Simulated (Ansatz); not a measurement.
**ZnO: energy and pressure over a range of volumes**

How stiff is ZnO, and at what volume does the pressure vanish? The cell is scaled evenly, atoms carried along, and solved with LAPW, PAW and all-electron datasets made for the crystal.

Computed with Ansatz 0.2.0 (DFT PBE, scalar-relativistic, unless a step's input says otherwise).

### Step 1. The system as given

Symmetry: Fm-3m, No. 225, cubic system. The conventional cell has a = 4.280 Å, b = 4.280 Å, c = 4.280 Å, α = 90.00°, β = 90.00°, γ = 90.00°. Zn (site symmetry m-3m) is surrounded by 6 O at 2.14 Å. Around O (site symmetry m-3m) lie 6 Zn at 2.14 Å.

Coordinates:

```
Zn O
1.0
     0.00000    2.14000    2.14000
     2.14000    0.00000    2.14000
     2.14000    2.14000    0.00000
Zn O
1 1
Cartesian
  0.0000 0.0000 0.0000
  2.1400 2.1400 2.1400
```

The geometry is a database entry used as it stands. It may stem from high pressure or temperature, or be incomplete, so it serves as a test cell.

Atoms are numbered in the order of the input: Zn1, O2.

### Step 2. Volume × 0.95, LAPW

The input, input.yaml:

```yaml
crystal:
  lattice:
    - [0.0, 2.1037218051, 2.1037218051]
    - [2.1037218051, 0.0, 2.1037218051]
    - [2.1037218051, 2.1037218051, 0.0]
  atoms:
    - { symbol: Zn, position: [0.0, 0.0, 0.0] }
    - { symbol: O, position: [0.5, 0.5, 0.5] }
kpoints:
  mp_grid: { grid: [10, 10, 10] }
scf:
  occupations: { method: fermi_dirac, width: 0.03 }
hamiltonian:
  xc: pbe
  pseudopotentials: { kind: all_electron, lapw: { basis_error: 0.001 } }
output:
  forces: true
  stress: true
  eigenvalues: true
```

### Step 3. Volume × 0.95, PAW

Changes to input.yaml since step 2:

```diff
@@ -14,3 +14,3 @@
   xc: pbe
-  pseudopotentials: { kind: all_electron, lapw: { basis_error: 0.001 } }
+  pseudopotentials: { kind: paw }
 output:
@@ -19 +19,2 @@
   eigenvalues: true
+  efg: { contact_densities: true }
```

### Step 4. Volume × 0.95, crystal datasets

Changes to input.yaml since step 3:

```diff
@@ -14,3 +14,3 @@
   xc: pbe
-  pseudopotentials: { kind: paw }
+  pseudopotentials: { kind: all_electron, datasets: crystal }
 output:
```

### Step 5. Volume × 0.975, LAPW

The input, input.yaml:

```yaml
crystal:
  lattice:
    - [0.0, 2.1220159565, 2.1220159565]
    - [2.1220159565, 0.0, 2.1220159565]
    - [2.1220159565, 2.1220159565, 0.0]
  atoms:
    - { symbol: Zn, position: [0.0, 0.0, 0.0] }
    - { symbol: O, position: [0.5, 0.5, 0.5] }
kpoints:
  mp_grid: { grid: [10, 10, 10] }
scf:
  occupations: { method: fermi_dirac, width: 0.03 }
hamiltonian:
  xc: pbe
  pseudopotentials: { kind: all_electron, lapw: { basis_error: 0.001 } }
output:
  forces: true
  stress: true
  eigenvalues: true
```

### Step 6. Volume × 0.975, PAW

Changes to input.yaml since step 5:

```diff
@@ -14,3 +14,3 @@
   xc: pbe
-  pseudopotentials: { kind: all_electron, lapw: { basis_error: 0.001 } }
+  pseudopotentials: { kind: paw }
 output:
@@ -19 +19,2 @@
   eigenvalues: true
+  efg: { contact_densities: true }
```

### Step 7. Volume × 1.025, LAPW

The input, input.yaml:

```yaml
crystal:
  lattice:
    - [0.0, 2.1576867525, 2.1576867525]
    - [2.1576867525, 0.0, 2.1576867525]
    - [2.1576867525, 2.1576867525, 0.0]
  atoms:
    - { symbol: Zn, position: [0.0, 0.0, 0.0] }
    - { symbol: O, position: [0.5, 0.5, 0.5] }
kpoints:
  mp_grid: { grid: [10, 10, 10] }
scf:
  occupations: { method: fermi_dirac, width: 0.03 }
hamiltonian:
  xc: pbe
  pseudopotentials: { kind: all_electron, lapw: { basis_error: 0.001 } }
output:
  forces: true
  stress: true
  eigenvalues: true
```

### Step 8. Volume × 1.025, PAW

Changes to input.yaml since step 7:

```diff
@@ -14,3 +14,3 @@
   xc: pbe
-  pseudopotentials: { kind: all_electron, lapw: { basis_error: 0.001 } }
+  pseudopotentials: { kind: paw }
 output:
@@ -19 +19,2 @@
   eigenvalues: true
+  efg: { contact_densities: true }
```

### Step 9. Volume × 1.05, LAPW

The input, input.yaml:

```yaml
crystal:
  lattice:
    - [0.0, 2.1750882036, 2.1750882036]
    - [2.1750882036, 0.0, 2.1750882036]
    - [2.1750882036, 2.1750882036, 0.0]
  atoms:
    - { symbol: Zn, position: [0.0, 0.0, 0.0] }
    - { symbol: O, position: [0.5, 0.5, 0.5] }
kpoints:
  mp_grid: { grid: [10, 10, 10] }
scf:
  occupations: { method: fermi_dirac, width: 0.03 }
hamiltonian:
  xc: pbe
  pseudopotentials: { kind: all_electron, lapw: { basis_error: 0.001 } }
output:
  forces: true
  stress: true
  eigenvalues: true
```

### Step 10. Volume × 1.05, PAW

Changes to input.yaml since step 9:

```diff
@@ -14,3 +14,3 @@
   xc: pbe
-  pseudopotentials: { kind: all_electron, lapw: { basis_error: 0.001 } }
+  pseudopotentials: { kind: paw }
 output:
@@ -19 +19,2 @@
   eigenvalues: true
+  efg: { contact_densities: true }
```

### Step 11. Volume × 1.05, crystal datasets

Changes to input.yaml since step 10:

```diff
@@ -14,3 +14,3 @@
   xc: pbe
-  pseudopotentials: { kind: paw }
+  pseudopotentials: { kind: all_electron, datasets: crystal }
 output:
```

(Steps that only read results are left out.)

Q: Predict the outcome of this session. Wanted: equilibrium volume; bulk modulus (for each run or level that gives them).

The runs gave:

| quantity | value |
| --- | --- |
| equilibrium volume (LAPW) | 10.141 Å³/atom |
| bulk modulus (LAPW) | 165 GPa |
| its pressure derivative (LAPW) | 4.5 |
| equilibrium volume (PAW) | 10.148 Å³/atom |
| bulk modulus (PAW) | 165 GPa |
| its pressure derivative (PAW) | 4.5 |

In words: A third-order Birch-Murnaghan fit to the LAPW pressures puts zero pressure at 10.14 Å³/atom, +3.5 % from the given cell, with a bulk modulus of 165 GPa. PAW's volume lies +0.06 % and its modulus +0.2 % from LAPW's. The gap goes from 1.17 eV at the smallest volume to 0.70 eV at the largest. No thermal or zero-point expansion is included.

The gaps are Kohn-Sham values of a semilocal functional, not quasiparticle or optical gaps. Such gaps usually fall short of the measured ones.
